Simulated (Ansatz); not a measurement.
# AlN: shifting one sublattice

The task, for AlN: measure how stiffly every Al atom is held.

Program: Ansatz 0.2.0. Level of theory: DFT PBE, scalar-relativistic, plane waves, PAW. These are calculated values, not measurements.

**1. The system as given**

The structure is cubic, space group F-43m (No. 216). Conventional cell: a = 4.368 Å, b = 4.368 Å, c = 4.368 Å, α = 90.00°, β = 90.00°, γ = 90.00°. Around Al (site symmetry -43m) lie 4 N at 1.89 Å. N (site symmetry -43m) is surrounded by 4 Al at 1.89 Å.

Structure file:

```xyz
2
Lattice="0.0000 2.1840 2.1840 2.1840 0.0000 2.1840 2.1840 2.1840 0.0000" Properties=species:S:1:pos:R:3 pbc="T T T"
Al    0.0000    0.0000    0.0000
N     3.2760    3.2760    3.2760
```

It goes back to an entry of the Materials Project, which need not be the stable form.

No relaxation comes first: the listed cell is the starting point.

**2. The reference cell**

Reference values: F = -924.2035 eV; pressure 4.86 GPa; largest force 0.000 eV/Å; gap on the mesh 3.33 eV. It was computed beforehand with the settings of the runs below.

**3. Next: shifting one sublattice**

Every Al atom is moved by x along the Cartesian unit vector (0.577, 0.577, 0.577); the cell and all other atoms stay fixed. Forces below are components along that vector, summed over the moved atoms.

**4. Point x = -0.200 Å**

Contents of input.yaml:

```yaml
crystal:
  lattice:
    - [0.0, 2.1839935596, 2.1839935596]
    - [2.1839935596, 0.0, 2.1839935596]
    - [2.1839935596, 2.1839935596, 0.0]
  atoms:
    - { symbol: Al, position: [-0.0264355298, -0.0264355298, -0.0264355298] }
    - { symbol: "N", position: [0.75, 0.75, 0.75] }
basis:
  ecutwfc: 420
kpoints:
  mp_grid: { grid: [10, 10, 10] }
hamiltonian:
  xc: pbe
scf:
  occupations: { method: gaussian, width: 0.05 }
output:
  forces: true
  stress: true
  eigenvalues: true
```

**5. Point x = 0.150 Å**

Changes to input.yaml since step 4:

```diff
@@ -6,3 +6,3 @@
   atoms:
-    - { symbol: Al, position: [-0.0264355298, -0.0264355298, -0.0264355298] }
+    - { symbol: Al, position: [0.0198266474, 0.0198266474, 0.0198266474] }
     - { symbol: "N", position: [0.75, 0.75, 0.75] }
```

**6. Point x = -0.100 Å**

Changes to input.yaml since step 5:

```diff
@@ -6,3 +6,3 @@
   atoms:
-    - { symbol: Al, position: [0.0198266474, 0.0198266474, 0.0198266474] }
+    - { symbol: Al, position: [-0.0132177649, -0.0132177649, -0.0132177649] }
     - { symbol: "N", position: [0.75, 0.75, 0.75] }
```

**7. x = 0.050 Å**

Changes to input.yaml since step 6:

```diff
@@ -6,3 +6,3 @@
   atoms:
-    - { symbol: Al, position: [-0.0132177649, -0.0132177649, -0.0132177649] }
+    - { symbol: Al, position: [0.0066088825, 0.0066088825, 0.0066088825] }
     - { symbol: "N", position: [0.75, 0.75, 0.75] }
```

**8. At x = 0.200 Å**

Changes to input.yaml since step 7:

```diff
@@ -6,3 +6,3 @@
   atoms:
-    - { symbol: Al, position: [0.0066088825, 0.0066088825, 0.0066088825] }
+    - { symbol: Al, position: [0.0264355298, 0.0264355298, 0.0264355298] }
     - { symbol: "N", position: [0.75, 0.75, 0.75] }
```

**9. At x = -0.150 Å**

Changes to input.yaml since step 8:

```diff
@@ -6,3 +6,3 @@
   atoms:
-    - { symbol: Al, position: [0.0264355298, 0.0264355298, 0.0264355298] }
+    - { symbol: Al, position: [-0.0198266474, -0.0198266474, -0.0198266474] }
     - { symbol: "N", position: [0.75, 0.75, 0.75] }
```

**10. x = 0.100 Å**

Changes to input.yaml since step 9:

```diff
@@ -6,3 +6,3 @@
   atoms:
-    - { symbol: Al, position: [-0.0198266474, -0.0198266474, -0.0198266474] }
+    - { symbol: Al, position: [0.0132177649, 0.0132177649, 0.0132177649] }
     - { symbol: "N", position: [0.75, 0.75, 0.75] }
```

**11. Point x = -0.050 Å**

Changes to input.yaml since step 10:

```diff
@@ -6,3 +6,3 @@
   atoms:
-    - { symbol: Al, position: [0.0132177649, 0.0132177649, 0.0132177649] }
+    - { symbol: Al, position: [-0.0066088825, -0.0066088825, -0.0066088825] }
     - { symbol: "N", position: [0.75, 0.75, 0.75] }
```

**12. x = 0.175 Å**

Changes to input.yaml since step 11:

```diff
@@ -6,3 +6,3 @@
   atoms:
-    - { symbol: Al, position: [-0.0066088825, -0.0066088825, -0.0066088825] }
+    - { symbol: Al, position: [0.0231310886, 0.0231310886, 0.0231310886] }
     - { symbol: "N", position: [0.75, 0.75, 0.75] }
```

(Steps that only read results are left out.)

**Question.** What will these runs give?

The runs gave:

```
                             quantity        value
force constant along x, over ±0.050 Å  14.73 eV/Å²
```

What this shows: Near the site the force constant is 14.73 eV/Å². No sampled point lies below the undisturbed cell. The well is lopsided: x = -0.200 Å costs 406 meV against 212 meV on the other side, and the dearer side brings atoms closer together. The gap on the mesh stays between 2.74 and 3.33 eV.
